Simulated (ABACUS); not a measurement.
# ZnSe (Stilleite) (F-43m) in ABACUS: settings compared, part 2 of 2

ABACUS 3.10.1.

## (3) Single point, PBE

The input, run_abacus.py:

```python
"""ABACUS run from a structure file: ASE reads it, the script writes STRU, KPT and INPUT."""
import re
import subprocess
import spglib
from ase import Atoms
from ase.io import read
from ase.units import Bohr

atoms = read("ZnSe.cif")
cell, frac, numbers = spglib.standardize_cell((atoms.cell[:], atoms.get_scaled_positions(), atoms.numbers), to_primitive=True, symprec=1e-4)
atoms = Atoms(numbers=numbers, cell=cell, scaled_positions=frac, pbc=True)  # the primitive cell
atoms = atoms[(-atoms.numbers).argsort(kind="stable")]  # ABACUS lists atoms element by element
pseudo = {'Se': 'se_pbe_v1.uspp.F.UPF', 'Zn': 'zn_pbe_v1.uspp.F.UPF'}
orbital = {}
magmoms = None
kmesh = [6, 6, 6]
params = {
    'suffix': 'ZnSe',
    'calculation': 'scf',
    'basis_type': 'pw',
    'pseudo_dir': './',
    'symmetry': 1,
    'dft_functional': 'pbe',
    'ecutwfc': 40,
    'pseudo_rcut': 10,
    'nspin': 1,
    'nbands': 23,
    'ks_solver': 'dav',
    'smearing_method': 'fd',
    'smearing_sigma': 0.00367493,
    'scf_thr': 1e-08,
    'scf_nmax': 100,
    'mixing_type': 'broyden',
    'mixing_beta': 0.7,
    'cal_force': 1,
    'cal_stress': 1,
    'ecutrho': 320,
    'out_chg': 1,
    'kpar': 4,
}

symbols = atoms.get_chemical_symbols()
elements = list(dict.fromkeys(symbols))
lines = ["ATOMIC_SPECIES"] + [f"{e} {atoms.get_masses()[symbols.index(e)]:.4f} {pseudo[e]}" for e in elements]
if orbital:
    lines += ["", "NUMERICAL_ORBITAL"] + [orbital[e] for e in elements]
lines += ["", "LATTICE_CONSTANT", f"{1 / Bohr:.10f}", "", "LATTICE_VECTORS"]
lines += [" ".join(f"{x:.10f}" for x in v) for v in atoms.cell]
lines += ["", "ATOMIC_POSITIONS", "Direct"]
for e in elements:
    lines += ["", e, "0.0", str(symbols.count(e))]
    for i, p in enumerate(atoms.get_scaled_positions(wrap=False)):
        if symbols[i] == e:
            mag = "" if magmoms is None else " mag " + " ".join(str(x) for x in (magmoms[i] if isinstance(magmoms[i], list) else [magmoms[i]]))
            lines.append(" ".join(f"{x:.10f}" for x in p) + " 1 1 1" + mag)
open("STRU", "w").write("\n".join(lines) + "\n")
open("KPT", "w").write("K_POINTS\n0\nGamma\n%d %d %d 0 0 0\n" % tuple(kmesh))
open("INPUT", "w").write("INPUT_PARAMETERS\n" + "".join(f"{k:<20s}{v}\n" for k, v in params.items()))

done = subprocess.run(['mpirun', '-np', '4', 'abacus'])
if done.returncode:
    raise SystemExit(done.returncode)
log = open("OUT.ZnSe/running_scf.log").read()
print("final energy (eV):", re.findall(r"FINAL_ETOT_IS (\S+)", log))
```

The input, ZnSe.cif:

```cif
data_ZnSe
_cell_length_a 5.66760000
_cell_length_b 5.66760000
_cell_length_c 5.66760000
_cell_angle_alpha 90.00000000
_cell_angle_beta 90.00000000
_cell_angle_gamma 90.00000000
_space_group_name_H-M_alt 'F-43m'
_space_group_name_Hall 'F -4 2 3'
_space_group_IT_number 216
loop_
_space_group_symop_operation_xyz
'x,y,z'
'y,-x,-z'
'-x,-y,z'
'-y,x,-z'
'x,-y,-z'
'y,x,z'
'-x,y,-z'
'-y,-x,z'
'z,x,y'
'-z,y,-x'
'z,-x,-y'
'-z,-y,x'
'-z,x,-y'
'z,y,x'
'-z,-x,y'
'z,-y,-x'
'y,z,x'
'-x,-z,y'
'-y,z,-x'
'x,-z,-y'
'-y,-z,x'
'x,z,y'
'y,-z,-x'
'-x,z,-y'
'x,y+1/2,z+1/2'
'y,-x+1/2,-z+1/2'
'-x,-y+1/2,z+1/2'
'-y,x+1/2,-z+1/2'
'x,-y+1/2,-z+1/2'
'y,x+1/2,z+1/2'
'-x,y+1/2,-z+1/2'
'-y,-x+1/2,z+1/2'
'z,x+1/2,y+1/2'
'-z,y+1/2,-x+1/2'
'z,-x+1/2,-y+1/2'
'-z,-y+1/2,x+1/2'
'-z,x+1/2,-y+1/2'
'z,y+1/2,x+1/2'
'-z,-x+1/2,y+1/2'
'z,-y+1/2,-x+1/2'
'y,z+1/2,x+1/2'
'-x,-z+1/2,y+1/2'
'-y,z+1/2,-x+1/2'
'x,-z+1/2,-y+1/2'
'-y,-z+1/2,x+1/2'
'x,z+1/2,y+1/2'
'y,-z+1/2,-x+1/2'
'-x,z+1/2,-y+1/2'
'x+1/2,y,z+1/2'
'y+1/2,-x,-z+1/2'
'-x+1/2,-y,z+1/2'
'-y+1/2,x,-z+1/2'
'x+1/2,-y,-z+1/2'
'y+1/2,x,z+1/2'
'-x+1/2,y,-z+1/2'
'-y+1/2,-x,z+1/2'
'z+1/2,x,y+1/2'
'-z+1/2,y,-x+1/2'
'z+1/2,-x,-y+1/2'
'-z+1/2,-y,x+1/2'
'-z+1/2,x,-y+1/2'
'z+1/2,y,x+1/2'
'-z+1/2,-x,y+1/2'
'z+1/2,-y,-x+1/2'
'y+1/2,z,x+1/2'
'-x+1/2,-z,y+1/2'
'-y+1/2,z,-x+1/2'
'x+1/2,-z,-y+1/2'
'-y+1/2,-z,x+1/2'
'x+1/2,z,y+1/2'
'y+1/2,-z,-x+1/2'
'-x+1/2,z,-y+1/2'
'x+1/2,y+1/2,z'
'y+1/2,-x+1/2,-z'
'-x+1/2,-y+1/2,z'
'-y+1/2,x+1/2,-z'
'x+1/2,-y+1/2,-z'
'y+1/2,x+1/2,z'
'-x+1/2,y+1/2,-z'
'-y+1/2,-x+1/2,z'
'z+1/2,x+1/2,y'
'-z+1/2,y+1/2,-x'
'z+1/2,-x+1/2,-y'
'-z+1/2,-y+1/2,x'
'-z+1/2,x+1/2,-y'
'z+1/2,y+1/2,x'
'-z+1/2,-x+1/2,y'
'z+1/2,-y+1/2,-x'
'y+1/2,z+1/2,x'
'-x+1/2,-z+1/2,y'
'-y+1/2,z+1/2,-x'
'x+1/2,-z+1/2,-y'
'-y+1/2,-z+1/2,x'
'x+1/2,z+1/2,y'
'y+1/2,-z+1/2,-x'
'-x+1/2,z+1/2,-y'
loop_
_atom_site_label
_atom_site_type_symbol
_atom_site_symmetry_multiplicity
_atom_site_Wyckoff_symbol
_atom_site_fract_x
_atom_site_fract_y
_atom_site_fract_z
_atom_site_occupancy
Se1 Se 4 c 0.2500000000 0.2500000000 0.2500000000 1
Zn1 Zn 4 a 0.0000000000 0.0000000000 0.0000000000 1
```

Potentials or basis: GBRV ultrasoft 1.5 PBE, plane waves.

On the command line:

```
> OMP_NUM_THREADS=1 python run_abacus.py > log
```

running log:

```text
ABACUS v3.10.1

               Atomic-orbital Based Ab-initio Computation at UStc

 ------------------------------------------------------------------------------------

 READING GENERAL INFORMATION
                           global_out_dir = OUT.ZnSe/
                           global_in_card = INPUT
                               pseudo_dir = ./
                              orbital_dir =
                                    DSIZE = 4
                                    GSIZE = 1

 READING UNITCELL INFORMATION
                                    ntype = 2
                  lattice constant (Bohr) = 1.88973
              lattice constant (Angstrom) = 1

 READING ATOM TYPE 1
                               atom label = Se
                      L=0, number of zeta = 1
                      L=1, number of zeta = 1
                      L=2, number of zeta = 1
             number of atom for this type = 1

 READING ATOM TYPE 2
                               atom label = Zn
                      L=0, number of zeta = 1
                      L=1, number of zeta = 1
                      L=2, number of zeta = 1
             number of atom for this type = 1

                        TOTAL ATOM NUMBER = 2
DIRECT COORDINATES
    atom                   x                   y                   z     mag                  vx                  vy                  vz
taud_Se1            0.2500000000        0.2500000000        0.2500000000  0.0000        0.0000000000        0.0000000000        0.0000000000
taud_Zn1            0.0000000000        0.0000000000        0.0000000000  0.0000        0.0000000000        0.0000000000        0.0000000000

                          Volume (Bohr^3) = 307.138
                             Volume (A^3) = 45.5132

 Lattice vectors: (Cartesian coordinate: in unit of a_0)
                   +0             +2.8338             +2.8338
              +2.8338                  +0             +2.8338
              +2.8338             +2.8338                  +0
 Reciprocal vectors: (Cartesian coordinate: in unit of 2 pi/a_0)
            -0.176442           +0.176442           +0.176442
            +0.176442           -0.176442           +0.176442
            +0.176442           +0.176442           -0.176442
 The esolver type has been set to : ksdft_pw

                PAO radial cut off (Bohr) = 10

 Read in pseudopotential file is se_pbe_v1.uspp.F.UPF
                     pseudopotential type = US
          exchange-correlation functional = PBE
                 nonlocal core correction = 1
                        valence electrons = 6
                                     lmax = 2
                           number of zeta = 2
                     number of projectors = 6
                           L of projector = 0
                           L of projector = 0
                           L of projector = 1
                           L of projector = 1
                           L of projector = 2
                           L of projector = 2
                PAO radial cut off (Bohr) = 10

 Read in pseudopotential file is zn_pbe_v1.uspp.F.UPF
                     pseudopotential type = US
          exchange-correlation functional = PBE
                 nonlocal core correction = 0
                        valence electrons = 20
                                     lmax = 2
                           number of zeta = 5
                     number of projectors = 6
                           L of projector = 0
                           L of projector = 0
                           L of projector = 1
                           L of projector = 1
                           L of projector = 2
                           L of projector = 2
     initial pseudo atomic orbital number = 17

 SETUP THE ELECTRONS NUMBER
            electron number of element Se = 6
      total electron number of element Se = 6
[... 148 lines left out ...]
[... K-POINTS DIRECT COORDINATES: 4 rows ...]

 SETUP PLANE WAVES FOR WAVE FUNCTIONS
     energy cutoff for wavefunc (unit:Ry) = 40
              fft grid for wave functions = [ 32, 32, 32 ]
                    number of plane waves = 1639
                         number of sticks = 187

 PARALLEL PW FOR WAVE FUNCTIONS
     PROC   COLUMNS(POT)             PW
        1            187           1639
 --------------- sum -------------------
        1            187           1639

 SETUP NONLOCAL PSEUDOPOTENTIALS IN PLANE WAVE BASIS
 Se non-local projectors:
 projector 1 L=0
 projector 2 L=0
 projector 3 L=1
 projector 4 L=1
 projector 5 L=2
 projector 6 L=2
 Zn non-local projectors:
 projector 1 L=0
 projector 2 L=0
 projector 3 L=1
 projector 4 L=1
 projector 5 L=2
 projector 6 L=2
      TOTAL NUMBER OF NONLOCAL PROJECTORS = 36

 Init Non-Local PseudoPotential table :
 Init Non-Local-Pseudopotential done.

                                     npwx = 1363

 Make real space PAO into reciprocal space.
       max mesh points in Pseudopotential = 763
     dq(describe PAO in reciprocal space) = 0.01
                                    max q = 763

 number of pseudo atomic orbitals for Se is 2
WARNING: norm of atomic wavefunction # 2 of atomic type Se is 0.999991, renormalized

 number of pseudo atomic orbitals for Zn is 5
WARNING: norm of atomic wavefunction # 4 of atomic type Zn is 0.999965, renormalized
WARNING: norm of atomic wavefunction # 5 of atomic type Zn is 0.990465, renormalized

 -------------------------------------------
 SELF-CONSISTENT
 -------------------------------------------
                                 init_chg = atomic

 PW ALGORITHM --------------- ION=   1  ELEC=   1--------------------------------

 Notice: Threshold on eigenvalues was too large.
 hsover_error=0.26 > DRHO=0.0747241
 Origin diag ethr = 0.01
 New diag ethr = 0.000287401

 Density error is 0.0732622049823
                          Error Threshold = 0.000287400506037
----------------------------------------------------------
     Energy           Rydberg                 eV
----------------------------------------------------------
 E_KohnSham     -505.2337408682      -6874.0576976627
 E_Harris       -509.9387717276      -6938.0729266161
 E_Fermi        0.4978532241         6.7736406157
----------------------------------------------------------
[... 75 lines left out ...]
 Density error is 2.14451149491e-10
                          Error Threshold = 4.28417220656e-11
----------------------------------------------------------
     Energy           Rydberg                 eV
----------------------------------------------------------
 E_KohnSham     -505.2582172852      -6874.3907164014
 E_KS(sigma->0) -505.2582172829      -6874.3907163701
 E_Harris       -505.2584301603      -6874.3936127147
 E_band         -48.8294113649       -664.3582245488
 E_one_elec     -470.0416880490      -6395.2452550050
 E_Hartree      241.3523514274       3283.7672051106
 E_xc           -71.9543931054       -978.9897423659
 E_Ewald        -204.6144875536      -2783.9229240787
 E_entropy(-TS) -0.0000000046        -0.0000000625
 E_descf        0.0000000000         0.0000000000
 E_exx          0.0000000000         0.0000000000
 E_Fermi        0.5165478349         7.0279938438
----------------------------------------------------------

 charge density convergence is achieved
 final etot is -6874.3907164 eV
 EFERMI = 7.0279938438 eV

 STATE ENERGY(eV) AND OCCUPATIONS    NSPIN == 1
 1/4 kpoint (Cartesian) = 0.0000 0.0000 0.0000 (1363 pws)
       1       -118.872     0.00925926
       2       -73.0394     0.00925926
       3       -73.0394     0.00925926
       4       -73.0394     0.00925926
       5       -6.90765     0.00925926
       6      -0.185755     0.00925926
[... 90 lines left out ...]
      22        20.8943        0.00000
      23        20.8943        0.00000

------------------------------------------------------------------------------------------
 TOTAL-FORCE (eV/Angstrom)
------------------------------------------------------------------------------------------
                       Se1         0.0000000000         0.0000000000         0.0000000000
                       Zn1         0.0000000000         0.0000000000         0.0000000000
------------------------------------------------------------------------------------------

----------------------------------------------------------------
 TOTAL-STRESS (KBAR)
----------------------------------------------------------------
        22.0868745222        -0.0000000000        -0.0000000000
        -0.0000000000        22.0868745222         0.0000000000
        -0.0000000000         0.0000000000        22.0868745222
----------------------------------------------------------------
 TOTAL-PRESSURE: 22.086875 KBAR

 --------------------------------------------
 !FINAL_ETOT_IS -6874.3907164013899092 eV
 --------------------------------------------
```

Run time: 16 s. Hardware: 4 MPI ranks of Intel Xeon Platinum 8488C (Sapphire Rapids), shared host; peak memory 0.68 GiB.

Results:

| Item | Value |
| --- | --- |
| Free energy | -6874.3907 eV |
| Pressure | 2.2 GPa |
| Band gap on the k mesh | 1.28 eV, direct |

## (4) Comparison with measurements

Step 2. A measured gap of ZnSe is 2.695 eV (an exciton energy, a little under the gap; 300 K; “Alloy Disordering Effects on the Thermal Conductivity and Energy Gap Temperature Dependence of Cd1−xZnxSe Ternary Crystals Grown by the Bridgman Method”, 2023, pmc:10253836); the calculated 1.11 eV misses it by -1.59 eV. So large a miss can be the level of theory's own, or it may mean another phase, state or a wrong row. Spin-orbit coupling on Se is left out. The value is that of WC, without temperature or zero-point motion. Semilocal functionals fall short of measured gaps as a rule.

Step 3. Against the measured gap of ZnSe, 2.695 eV (an exciton energy, a little under the gap; 300 K; “Alloy Disordering Effects on the Thermal Conductivity and Energy Gap Temperature Dependence of Cd1−xZnxSe Ternary Crystals Grown by the Bridgman Method”, 2023, pmc:10253836), the calculated 1.28 eV is off by -1.41 eV. So large a miss can be the level of theory's own, or it may mean another phase, state or a wrong row. Spin-orbit coupling on Se is left out. The value is that of PBE, without temperature or zero-point motion. Semilocal functionals fall short of measured gaps as a rule.
